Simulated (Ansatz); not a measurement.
SiNi: do energies and stresses tell the same story?

Theory: DFT PBE, scalar-relativistic, plane waves, PAW (Ansatz 0.2.0).

Settings: cutoff 420 eV, Γ-centred mesh 8×10×6 on the computed 8-atom cell, Gaussian smearing of 0.10 eV; no spin polarisation.

Relaxed cell: Pnma, a = 5.154 Å, b = 3.375 Å, c = 5.620 Å, α = 90.00°, β = 90.00°, γ = 90.00°, 8 atoms in the primitive cell.

Energies at zero smearing and pressures from the stress tensor, at volumes with shape and atoms relaxed:
| V (Å³/atom) | E − E(first) (meV/atom) | P (GPa) |
| --- | --- | --- |
| 10.755 | 0.00 | 27.06 |
| 11.121 | -53.26 | 19.27 |
| 11.488 | -88.66 | 11.81 |
| 11.855 | -108.16 | 5.42 |
| 12.221 | -114.15 | 0.00 |
| 12.588 | -108.71 | -4.57 |
| 12.954 | -93.65 | -8.42 |
| 13.443 | -61.26 | -12.60 |

**Question.** Check P = −dE/dV between neighbouring volumes, and get the bulk modulus from the pressures alone.

**Answer.** With 1 eV/Å³ = 160.2 GPa:
```csv
middle V (Å³/atom),−ΔE/ΔV (GPa),mean P (GPa)
10.938,23.276,23.166
11.305,15.469,15.539
11.671,8.518,8.612
12.038,2.618,2.710
12.404,-2.375,-2.284
12.771,-6.581,-6.496
13.199,-10.617,-10.510
```

The two differ by 0.11 GPa at most. The mean of two end pressures misses the average over a step by about ΔV² P″/12, up to 0.12 GPa here; with that taken off 0.18 GPa remains, from the smearing term (the stress is the derivative of the free energy), the finite cutoff, the mesh or the relaxation's tolerance. Around V = 12.221 Å³/atom, the two neighbours give B = −V ΔP/ΔV = 12.221 × 9.99 / 0.733 = 166.5 GPa, against B0 = 165.0 GPa from the Birch–Murnaghan fit of the energies.

A ferromagnetic start lost its moments in a first run, so spin was left out; other magnetic orders weren't tried.